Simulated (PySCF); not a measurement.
Runs of PySCF 2.14.0 on PbS (Galena). It takes space group Fm-3m (No. 225, cubic). The conventional cell has a = 5.931 Å, b = 5.931 Å, c = 5.931 Å, α = 90.00°, β = 90.00°, γ = 90.00°. Pb (site symmetry m-3m) is surrounded by 6 S at 2.97 Å. S (site symmetry m-3m) is surrounded by 6 Pb at 2.97 Å. 

```tsv
task	level	potentials or basis	k mesh	smearing	symmetry	density cutoff	exponents discarded below (exp_to_discard)	potentials	conv_tol	mesh quality	gap on the mesh (eV)
EOM-CCSD ionisation and attachment energies	HF	DZVP-MOLOPT-HYB/GTH-HYB (UZH) (potentials made for PBE0)	2 × 2 × 2	fixed	-	55 Ha	0.02 1/bohr^2	Pb GTH-HYB-q4, S GTH-HYB-q6	1e-08 Ha	coarse	6.83
density of states	PBEsol	DZVP-MOLOPT-SR/GTH-PBE (potentials made for PBE)	8 × 8 × 8	fermi-dirac 0.05 eV	yes	66 Ha	0.02 1/bohr^2	Pb GTH-PBE-q4, S GTH-PBE-q6	1e-07 Ha	not flagged	0.23
density of states	PBE	DZVP-MOLOPT-SR/GTH-PBE (potentials made for PBE)	8 × 8 × 8	fermi-dirac 0.05 eV	yes	66 Ha	0.02 1/bohr^2	Pb GTH-PBE-q4, S GTH-PBE-q6	1e-07 Ha	not flagged	(a)
CCSD(T) correlation energy	HF	DZVP-MOLOPT-MGGA/GTH-MGGA (UZH) (potentials made for SCAN)	2 × 2 × 2	fixed	-	56 Ha	0.02 1/bohr^2	Pb GTH-MGGA-q4, S GTH-MGGA-q6	1e-08 Ha	coarse	(b)
atomic charges	r2SCAN0	DZVP-MOLOPT-HYB/GTH-HYB (UZH) (potentials made for PBE0)	2 × 2 × 2	fixed	-	55 Ha	0.02 1/bohr^2	Pb GTH-HYB-q4, S GTH-HYB-q6	1e-07 Ha	coarse	1.73
atomic charges	PBE	DZVP-MOLOPT-HYB/GTH-HYB (UZH) (potentials made for PBE0)	2 × 2 × 2	fixed	-	40 Ha	0.05 1/bohr^2	Pb GTH-HYB-q4, S GTH-HYB-q6	1e-07 Ha	coarse	0.03
atomic charges	r2SCAN	DZVP-MOLOPT-HYB/GTH-HYB (UZH) (potentials made for PBE0)	2 × 2 × 2	fixed	-	55 Ha	0.02 1/bohr^2	Pb GTH-HYB-q4, S GTH-HYB-q6	1e-07 Ha	coarse	0.25
```

Alike in all rows: no spin polarisation; cell as given.

Question: Estimate the missing entries.

Answer: (a) 0.36; (b) 6.88.

Caveats: some runs use coarse meshes; spin-orbit coupling is left out, which as a rule narrows the gap of such compounds by several tenths of an eV; the basis of atomic orbitals isn't converged, which shifts pressures, moduli and gaps; on so small a mesh gaps with full-range exact exchange can be off by tenths of an eV to over 1 eV (some runs); mesh and basis are far too small for converged many-body values: gaps can be off by tenths of an eV to over 1 eV, and much correlation energy is missing (some runs); meta-GGAs need a finer uniform grid than this (some runs); the iterative solver can pass over a root and still report convergence (some runs).

A k mesh can miss the band edges, and the runs leave out spin-orbit coupling on Pb.

Not every run made on this cell is shown here.
